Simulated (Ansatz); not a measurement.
# In: the cost of one run

Method: DFT r2SCAN, scalar-relativistic, plane waves, PAW, in Ansatz 0.2.0.

## 1. The starting structure

The structure is cubic, space group Pm-3m (No. 221). The conventional cell has a = 3.023 Å, b = 3.023 Å, c = 3.023 Å, α = 90.00°, β = 90.00°, γ = 90.00°. Around In (site symmetry m-3m) lie 6 In at 3.02 Å.

As a file:

```cif
data_structure
_symmetry_space_group_name_H-M 'Pm-3m'
_symmetry_Int_Tables_number 221
_cell_length_a 3.0233
_cell_length_b 3.0233
_cell_length_c 3.0233
_cell_angle_alpha 90.000
_cell_angle_beta 90.000
_cell_angle_gamma 90.000
_cell_volume 27.63
loop_
_atom_site_label
_atom_site_type_symbol
_atom_site_symmetry_multiplicity
_atom_site_Wyckoff_symbol
_atom_site_fract_x
_atom_site_fract_y
_atom_site_fract_z
_atom_site_occupancy
In1 In 1 a 0.00000 0.00000 0.00000 1
```

This is candidate A: simple cubic type (Pm-3m, No. 221).

(A quick probe on a coarse mesh, which set the mesh and smearing, is not shown.)

## 3. Full relaxation (candidate A)

input.yaml

```yaml
crystal:
  lattice:
    - [3.023319016, 0.0, 0.0]
    - [0.0, 3.023319016, 0.0]
    - [0.0, 0.0, 3.023319016]
  atoms:
    - { symbol: In, position: [0.0, 0.0, 0.0] }
basis:
  ecutwfc: 500
kpoints:
  mp_grid: { grid: [18, 18, 18] }
hamiltonian:
  xc: r2scan
scf:
  occupations: { method: gaussian, width: 0.1 }
output:
  forces: true
  stress: true
  eigenvalues: true
relax:
  adjacent_minimum: "off"
  f_tol: 0.01
  max_steps: 80
  cell: { stress_tol: 0.05 }
```

Q: Estimate wall time and peak memory on 1 thread of an x86-64 CPU, shared host.

About 11 s, with a peak of 0.5 GiB.
